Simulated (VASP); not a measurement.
The system is I.

```xyz
1
Lattice="-1.6175 1.6175 4.2648 1.6175 -1.6175 4.2648 1.6175 1.6175 -4.2648" Properties=species:S:1:pos:R:3 pbc="T T T"
I     0.0000    0.0000    0.0000
```

Program: VASP 6.6.1. Alike in all runs: no spin polarisation; cell as given. Hardware: 1 thread of Intel(R) Xeon(R) Platinum 8488C (Sapphire Rapids), on a shared host.

Question: Order these runs on this cell by their wall time, lowest first.
A. task single point; level PBE; potentials or basis VASP PAW PBE potentials, release 64 (I_GW); k mesh 5 × 5 × 5; cutoff (eV) 450; smearing gaussian 0.02 eV; mesh quality coarse
B. task single point; level PBE; potentials or basis VASP PAW PBE potentials, release 64 (I); k mesh 11 × 11 × 11; cutoff (eV) 520; smearing gaussian 0.1 eV; mesh quality not flagged
C. task single point; level PBE; potentials or basis VASP PAW PBE potentials, release 64 (I_GW); k mesh 6 × 6 × 6; cutoff (eV) 400; smearing gaussian 0.02 eV; mesh quality coarse
D. task optical spectrum; level PBE+TS; potentials or basis VASP PAW PBE potentials, release 64 (I); k mesh 11 × 11 × 11; cutoff (eV) 520; smearing fermi-dirac 0.05 eV; mesh quality not flagged

Answer: C (7.5 s), A (17 s), B (46 s), D (150 s).

Caveats: some runs use coarse meshes; an odd number of electrons without spin polarisation forces a metal; a magnetic or distorted state may lie lower; atom-pairwise D2, TS and ULG terms overbind metals (some runs); spectra need much finer meshes, so this one isn't converged (some runs); independent-particle spectra lack excitons (some runs); the intraband (Drude) part of a metal's response may be missing (some runs).
